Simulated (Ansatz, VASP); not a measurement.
**Two plane-wave programs on Mg3B**

```
Mg B
1.0
     4.04749    0.00000    0.00000
     0.00000    4.04749    0.00000
     0.00000    0.00000    4.04749
Mg B
3 1
Cartesian
  0.0000 2.0237 2.0237
  2.0237 0.0000 2.0237
  2.0237 2.0237 0.0000
  0.0000 0.0000 0.0000
```

Alike in both runs: functional PBE; k mesh 4 × 4 × 4; occupations gaussian, width 0.1 eV; no spin polarisation.

Ansatz relaxed the structure, and its values are those at the end. VASP's run is a single point on that final structure, the one shown.

```csv
,VASP,Ansatz
version,VASP 6.6.1,Ansatz 0.2.0
potentials or method,"VASP PAW PBE potentials, release 64 (Mg, B)","scalar-relativistic, plane waves, PAW"
plane-wave cutoff (eV),520,420
valence electrons in the cell,9,33
```

```csv
,VASP,Ansatz,Ansatz less VASP
gap on the k mesh at the Fermi level (eV),none,none,-
pressure (GPa),-0.2,0.0,+0.13
```

A gap of «none» marks a metal or a gap that the smearing closes. The two sets of potentials don't hold the same shells in valence.

Caveats: the k mesh is coarse (spacing up to 0.39 Å⁻¹), so the values aren't converged.
